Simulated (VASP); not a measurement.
Here is a VASP 6.6.1 calculation.

INCAR

```
PREC = Accurate
ENCUT = 350
EDIFF = 1E-7
ISMEAR = 0
SIGMA = 0.1
LREAL = False
LASPH = True
NELM = 80
ALGO = Fast
ISIF = 3
LWAVE = False
LCHARG = False
GGA = PS
IBRION = 2
NSW = 80
EDIFFG = -0.002
PSTRESS = 300.0
```

Contents of KPOINTS:

```
Automatic mesh
0
Gamma
  16 16 16
```

POSCAR

```
Hf                                      
1.0
   -1.6297647280      1.6297647280      1.6297647280
    1.6297647280     -1.6297647280      1.6297647280
    1.6297647280      1.6297647280     -1.6297647280
  Hf            
     1
Direct
     0.0000000000000000    0.0000000000000000    0.0000000000000000
```

Potentials or basis: VASP PAW PBE potentials, release 64 (Hf_pv).

Run with:

```console
$ cat potpaw_PBE.64/Hf_pv/POTCAR > POTCAR
$ mpirun -np 1 vasp_std > vasp.out
```

**Question.** Predict the band gap on the k mesh.

**Answer.** None (metal or under the smearing width).

**Question.** Estimate the relaxed cell.

**Answer.** a = 2.823 Å, b = 2.823 Å, c = 2.823 Å, α = 109.47°, β = 109.47°, γ = 109.47°.

Final structure:
```
CELL_PARAMETERS angstrom
-1.62996 1.62996 1.62996
1.62996 -1.62996 1.62996
1.62996 1.62996 -1.62996
ATOMIC_POSITIONS crystal
Hf 0.00000 0.00000 0.00000
```

 Spin-orbit coupling is left out, which matters for the levels of Hf.
